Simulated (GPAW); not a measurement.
# Ca (Im-3m) in GPAW: single point with PBE

Aim: the single point of Ca with PBE.

Program: GPAW 26.7.0. These are calculated values, not measurements. Logs are shortened: lines on timing, memory, paths and dates and some standing lists are left out, and cuts for length are marked. The log counts tension as positive stress, the text compression.

**1. The structure**

It takes space group Im-3m (No. 229, cubic). Conventional cell: a = 4.480 Å, b = 4.480 Å, c = 4.480 Å, α = 90.00°, β = 90.00°, γ = 90.00°. Ca (site symmetry m-3m) is surrounded by 8 Ca at 3.88 Å.

This isn't the form of Ca at room conditions, which is fcc.

**2. Single point, PBE**

run.py

```python
from ase.dft.bandgap import bandgap
from ase.io import read, write
from ase.units import GPa
from gpaw import GPAW, PW

atoms = read('POSCAR')

calc = GPAW(mode=PW(500),
            xc='PBE',
            kpts={'size': (7, 7, 7), 'gamma': True},
            occupations={'name': 'fermi-dirac', 'width': 0.01},
            nbands=12,
            convergence={'density': 1e-05, 'energy': 1e-05},
            maxiter=150,
            txt='gpaw.txt')
atoms.calc = calc
energy = atoms.get_potential_energy()
forces = atoms.get_forces()
stress = atoms.get_stress()
calc.write('gs.gpw')
write('result.traj', atoms)
print(f'Energy: {energy:.6f} eV')
print('Forces (eV/A):')
print(forces.round(4))
print('Stress (GPa):', (stress / GPa).round(3))
print('Fermi level:', round(calc.get_fermi_level(), 4), 'eV')
print(f'Gap: {bandgap(calc)[0]:.4f} eV, direct: {bandgap(calc, direct=True)[0]:.4f} eV')
```

POSCAR

```
Ca
1.0
   -2.2400000000      2.2400000000      2.2400000000
    2.2400000000     -2.2400000000      2.2400000000
    2.2400000000      2.2400000000     -2.2400000000
Ca
1
Direct
    0.0000000000      0.0000000000      0.0000000000
```

Potentials or basis: GPAW PAW data sets (gpaw-data 1.2.1), pw.

Run with:

```
> OMP_NUM_THREADS=1 python run.py
```

gpaw.txt:

```text
__  _  _
 | _ |_)|_||  |
 |__||  | ||/\| - 26.7.0

Input parameters:
  mode=PW(ecut=500.0),
  convergence={'density': 1e-05, 'energy': 1e-05},
  kpts=MonkhorstPack(size=(7, 7, 7), gamma=True),
  maxiter=150,
  nbands=12,
  occupations=Occupations(name='fermi-dirac', width=0.01),
  xc=XC(name='PBE')

Diagonalizing LCAO Hamiltonian
Converting LCAO to pw mode

       Ca

Atoms  # Å, Bohr magnetons
|   | symbol |        x |        y |        z |    initial magnetic moments |
|---|--------|----------|----------|----------|-----------------------------|
| 0 |     Ca | 0.000000 | 0.000000 | 0.000000 | ( 0.0000,  0.0000,  0.0000) |

Unit cell  # Å
| periodic |         x |         y |         z |  lengths |     angles |
|----------|-----------|-----------|-----------|----------|------------|
|      yes | -2.240000 |  2.240000 |  2.240000 | 3.879794 | 109.471221 |
|      yes |  2.240000 | -2.240000 |  2.240000 | 3.879794 | 109.471221 |
|      yes |  2.240000 |  2.240000 | -2.240000 | 3.879794 | 109.471221 |

Number of symmetries: 48
Symmetry operations  # r_c * U_cc + t_c -> r_c
|    | kind |            matrix            |
|----|------|------------------------------|
|  0 |  σ   |  1, 1, 1,  0, 0,-1,  0,-1, 0 |
|  1 |  C4  |  1, 1, 1,  0, 0,-1, -1, 0, 0 |
|  2 |  C2  |  1, 1, 1,  0,-1, 0,  0, 0,-1 |
|  3 |  S6  |  1, 1, 1,  0,-1, 0, -1, 0, 0 |
|  4 |  S6  |  1, 1, 1, -1, 0, 0,  0, 0,-1 |
|  5 |  C4  |  1, 1, 1, -1, 0, 0,  0,-1, 0 |
|  6 |  E   |  1, 0, 0,  0, 1, 0,  0, 0, 1 |
|  7 |  σ   |  1, 0, 0,  0, 1, 0, -1,-1,-1 |
|  8 |  σ   |  1, 0, 0,  0, 0, 1,  0, 1, 0 |
|  9 |  C3  |  1, 0, 0,  0, 0, 1, -1,-1,-1 |
| 10 |  C3  |  1, 0, 0, -1,-1,-1,  0, 1, 0 |
| 11 |  σ   |  1, 0, 0, -1,-1,-1,  0, 0, 1 |
| 12 |  σ   |  0, 1, 0,  1, 0, 0,  0, 0, 1 |
| 13 |  C2  |  0, 1, 0,  1, 0, 0, -1,-1,-1 |
| 14 |  C3  |  0, 1, 0,  0, 0, 1,  1, 0, 0 |
| 15 |  S4  |  0, 1, 0,  0, 0, 1, -1,-1,-1 |
| 16 |  S4  |  0, 1, 0, -1,-1,-1,  1, 0, 0 |
| 17 |  C3  |  0, 1, 0, -1,-1,-1,  0, 0, 1 |
| 18 |  C3  |  0, 0, 1,  1, 0, 0,  0, 1, 0 |
| 19 |  S4  |  0, 0, 1,  1, 0, 0, -1,-1,-1 |
| 20 |  σ   |  0, 0, 1,  0, 1, 0,  1, 0, 0 |
| 21 |  C3  |  0, 0, 1,  0, 1, 0, -1,-1,-1 |
| 22 |  C2  |  0, 0, 1, -1,-1,-1,  1, 0, 0 |
| 23 |  S4  |  0, 0, 1, -1,-1,-1,  0, 1, 0 |
| 24 |  C4  |  0, 0,-1,  1, 1, 1,  0,-1, 0 |
| 25 |  σ   |  0, 0,-1,  1, 1, 1, -1, 0, 0 |
| 26 |  S6  |  0, 0,-1,  0,-1, 0,  1, 1, 1 |
| 27 |  C2  |  0, 0,-1,  0,-1, 0, -1, 0, 0 |
| 28 |  C4  |  0, 0,-1, -1, 0, 0,  1, 1, 1 |
| 29 |  S6  |  0, 0,-1, -1, 0, 0,  0,-1, 0 |
| 30 |  S6  |  0,-1, 0,  1, 1, 1,  0, 0,-1 |
| 31 |  C4  |  0,-1, 0,  1, 1, 1, -1, 0, 0 |
| 32 |  C4  |  0,-1, 0,  0, 0,-1,  1, 1, 1 |
| 33 |  S6  |  0,-1, 0,  0, 0,-1, -1, 0, 0 |
| 34 |  σ   |  0,-1, 0, -1, 0, 0,  1, 1, 1 |
| 35 |  C2  |  0,-1, 0, -1, 0, 0,  0, 0,-1 |
| 36 |  C2  | -1, 0, 0,  1, 1, 1,  0, 0,-1 |
| 37 |  S6  | -1, 0, 0,  1, 1, 1,  0,-1, 0 |
| 38 |  S6  | -1, 0, 0,  0, 0,-1,  1, 1, 1 |
| 39 |  C2  | -1, 0, 0,  0, 0,-1,  0,-1, 0 |
| 40 |  C2  | -1, 0, 0,  0,-1, 0,  1, 1, 1 |
| 41 |  i   | -1, 0, 0,  0,-1, 0,  0, 0,-1 |
| 42 |  S4  | -1,-1,-1,  1, 0, 0,  0, 1, 0 |
| 43 |  C3  | -1,-1,-1,  1, 0, 0,  0, 0, 1 |
| 44 |  C3  | -1,-1,-1,  0, 1, 0,  1, 0, 0 |
| 45 |  σ   | -1,-1,-1,  0, 1, 0,  0, 0, 1 |
| 46 |  S4  | -1,-1,-1,  0, 0, 1,  1, 0, 0 |
| 47 |  C2  | -1,-1,-1,  0, 0, 1,  0, 1, 0 |

BZ-sampling:
  Number of BZ points: 343
  Number of IBZ points: 20

  Monkhorst-Pack size: [7, 7, 7]
  Monkhorst-Pack shift: [0, 0, 0]

K-points  # in reciprocal-cell coordinates
|     |                                coordinates |     weight |
|-----|--------------------------------------------|------------|
|   0 | (  0.00000000,   0.00000000,   0.00000000) | 0.00291545 |
|   1 | (  0.14285714,   0.00000000,   0.00000000) | 0.03498542 |
|   2 | (  0.14285714,   0.14285714,  -0.14285714) | 0.01749271 |
|   3 | (  0.28571429,   0.00000000,  -0.14285714) | 0.06997085 |
|   4 | (  0.28571429,   0.00000000,   0.00000000) | 0.03498542 |
|   5 | (  0.28571429,   0.14285714,  -0.14285714) | 0.06997085 |
|   6 | (  0.28571429,   0.28571429,  -0.28571429) | 0.01749271 |
|   7 | (  0.28571429,   0.28571429,   0.28571429) | 0.02332362 |
|   8 | (  0.42857143,  -0.14285714,  -0.14285714) | 0.02332362 |
|   9 | (  0.42857143,   0.00000000,  -0.14285714) | 0.13994169 |
| ... |                                            |            |
|  19 | (  0.42857143,   0.42857143,   0.42857143) | 0.02332362 |

Plane wave coefficients: 1157
Cutoff: 500.0 eV

Spin-components: 1 (collinear spins)
Bands:           12
Projectors:      5
Spin-degeneracy: 2
Datatype:        complex128

Density:
  Valence electrons: 10.0
  Components: 1
  Grid points: [21 21 21]
  Charge: 0.0  # |e|

Potential:
  Grid points: [21 21 21]

species:
  Ca:
    name:    Calcium
    Z:       20.0
    valence: 10
    core:    10
    charge:  0.0  # [|e|]
    compensation charges:
      type: gauss
      rc: 0.37  # [Å]
      lmax: 2
    cutoffs:
      filter: 2.10  # [Å]
      core: 1.17  # [Å]
    projectors
    | kind |    occ | energy [eV] | rcut [Å] |
    |------|--------|-------------|----------|
    |   3s |  2.000 |     -47.086 |    1.175 |
    |   4s |  2.000 |      -3.766 |    1.175 |
    |   3p |  6.000 |     -28.008 |    1.154 |
    |    p |        |      -0.797 |    1.154 |
    |    d |        |       0.000 |    0.937 |

    Using partial waves for Ca as LCAO basis

Reference energy: -18510.869232  # eV

eigensolver:
  PPCG
  Converge bands: occupied
  niter=2

density mixing:
  MSR1-Mixer
  Pratt-step length: 0.05
  Maximum mixing coefficient: 0.75
  Old densities: 10
  SVD Regularization: 0.005
  Good broyden scale: 1.0
  Trust region scale: 1.0
  Backstep threshold: 4.0
  History deletion threshold: 6.0
  Fourier metric: weight=20.0, sigma=0.015

occupation numbers:
  Fermi-Dirac:
    width: 0.0100  # eV

poisson solver:
  ecut: 4000.0  # eV

xc functional:
[... 9 lines left out ...]
|iter     | |      energy | eigst |  dens |
|---------|-|-------------|-------|-------|
|iter:   1| |   -1.864898 | +0.28 |       |
|iter:   2| |   -2.011715 | -1.02 | -1.56 |
|iter:   3| |   -2.013600 | -2.54 | -1.61 |
|iter:   4| |   -2.010918 | -3.42 | -1.77 |
|iter:   5| |   -2.010697 | -3.80 | -2.12 |
|iter:   6| |   -2.010825 | -4.69 | -2.55 |
|iter:   7| |   -2.010830 | -6.17 | -3.41 |
|iter:   8| |   -2.010830c| -6.85 | -3.68 |
|iter:   9| |   -2.010830c| -8.28c| -4.08 |
|iter:  10| |   -2.010830c| -8.01c| -4.26 |
|iter:  11| |   -2.010830c| -9.14c| -5.64c|

Converged in 11 steps
Energy contributions relative to reference atoms: (reference = -18510.869232)

Energy contributions:
  Kinetic:          -0.497735
  Coulomb:           2.336481
  Zero:             -0.456252
  External:          0.000000
  Xc:               -3.392991
  Entropy:          -0.000668
  Spinorbit:         0.000000
  ----------------------------
  Free energy:      -2.011164
  Extrapolated:     -2.010830

dipole moment: (-7.402900, -7.402900, -7.402900)  # |e|*Ang

Fermi level: 3.009
Eigenvalues  # (at kpt = [0.000, 0.000, 0.000])
| band index |      eig [eV] | occ [0-2] |
|------------|---------------|-----------|
|          0 |       -39.203 |     2.000 |
|          1 |       -20.148 |     2.000 |
|          2 |       -20.148 |     2.000 |
|          3 |       -20.148 |     2.000 |
|          4 |        -0.916 |     2.000 |
|          5 |         5.213 |     0.000 |
|          6 |         5.213 |     0.000 |
|          7 |         5.213 |     0.000 |
|          8 |         6.180 |     0.000 |
|          9 |         6.180 |     0.000 |
|         10 |        12.896 |     0.000 |
|         11 |        12.896 |     0.000 |

No gap
No difference between direct/indirect transitions

Forces  # eV/Ang
|        x |       y |       z |
|----------|---------|---------|
| -0.00000 | 0.00000 | 0.00000 |  # Ca   0

Stress tensor  # eV/Ang^3
|         x |         y |         z |
|-----------|-----------|-----------|
|  0.005378 | -0.000000 | -0.000000 |
| -0.000000 |  0.005378 |  0.000000 |
| -0.000000 |  0.000000 |  0.005378 |

# Writing to gs.gpw (mode='')
```

It took 8.3 s on 1 thread of Arm Neoverse V1, shared host; peak memory 0.13 GiB.

What came out:

| Property | Result |
| --- | --- |
| Free energy | -2.0112 eV |
| Pressure | -0.9 GPa |
| Band gap on the k mesh | none (metal or under the smearing width) |

Caveat: the cutoff is short for stress and forces, so pressures can be off by a GPa or more; the cell was measured hot, at 740 K.

**3. The reference run**

An earlier run on the cell as given: functional PBE; potentials or basis GPAW PAW data sets (gpaw-data 1.2.1); cutoff 600 eV; basis pw; k mesh 8 × 8 × 8; occupations fermi-dirac, width 0.05 eV; no spin polarisation.

- Pressure: -0.9 GPa
- Band gap on the k mesh: none (metal or under the smearing width)
